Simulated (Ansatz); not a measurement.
Crystal: Mg.

```
Mg
1.0
    -1.83599    1.83599    1.67940
     1.83599   -1.83599    1.67940
     1.83599    1.83599   -1.67940
Mg
1
Direct
  0.00000 0.00000 0.00000
```

This isn't the form of Mg at room conditions, which is hcp.

| Quantity | Value |
| --- | --- |
| Program | Ansatz 0.2.0 |
| Task | relaxation of cell and atoms |
| Functional | B3LYP5 |
| Dispersion | D3(BJ) |
| Potentials or basis | Ansatz PAW |
| Cutoff | 420 eV (not typed: the program's choice for these potentials) |
| k mesh | 8 × 8 × 8 |
| Occupations | fermi-dirac, width 0.025 eV |
| Spin | no spin polarisation |

At the start: volume 22.64 Å³/atom.

Q: How do energy, volume and symmetry change on relaxing?

A: It ends after 5 steps and the volume is 20.76 Å³/atom (-8.3 %); space group I4/mmm (No. 139, to 0.05 Å).

Step by step:
| step | energy change (eV) | largest force (eV/Å) | volume (Å³) |
| --- | --- | --- | --- |
| 1 | 0.0000 | 0.0000 | 22.64 |
| 2 | -0.0203 | 0.0000 | 21.21 |
| 3 | -0.0215 | 0.0000 | 20.71 |
| 4 | -0.0216 | 0.0000 | 20.76 |
| 5 | -0.0215 | 0.0000 | 20.76 |

Final structure:
```yaml
crystal:
  lattice:
    - [-1.79629, 1.79629, 1.60824]
    - [1.79629, -1.79629, 1.60824]
    - [1.79629, 1.79629, -1.60824]
  atoms:
    - { symbol: Mg, position: [0.00000, 0.00000, 0.00000] }
```

Caveat: the plane-wave basis is chosen anew once the cell has moved, so the energies of steps on either side of that aren't comparable; pairwise dispersion overbinds metals, which lowers pressure and volume; the PAW data sets come from PBE, with cores solved anew for the run's functional, which leaves a small shift of forces and pressure.
